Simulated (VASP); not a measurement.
A run of VASP 6.6.1:

File INCAR:

```
PREC = Accurate
ENCUT = 520
EDIFF = 1E-7
ISMEAR = 0
SIGMA = 1.0
LREAL = False
LASPH = True
NELM = 80
ALGO = Normal
ISIF = 3
LWAVE = False
LCHARG = False
GGA = PE
IBRION = 2
NSW = 80
EDIFFG = -0.002
```

The input KPOINTS:

```
Automatic mesh
0
Gamma
  8 8 8
```

File POSCAR:

```
InSb
1.0
    0.0000000000      3.2391000000      3.2391000000
    3.2391000000      0.0000000000      3.2391000000
    3.2391000000      3.2391000000      0.0000000000
In Sb
1 1
Direct
    0.0000000000      0.0000000000      0.0000000000
    0.2500000000      0.2500000000      0.2500000000
```

Potentials or basis: VASP PAW PBE potentials, release 64 (In_d, Sb).

Run with:

```bash
$ cat potpaw_PBE.64/In_d/POTCAR potpaw_PBE.64/Sb/POTCAR > POTCAR
$ mpirun -np 1 vasp_std > vasp.out
```

Hardware: 1 thread of Intel(R) Xeon(R) 6975P-C (Granite Rapids), with other jobs on the host.

Task: Estimate the wall time of this run.

Result: It took 45 s on 1 thread of Intel(R) Xeon(R) 6975P-C (Granite Rapids), on a shared host, peak memory 0.22 GiB. Counts: scf iterations 48, k points 29, ion steps 5.
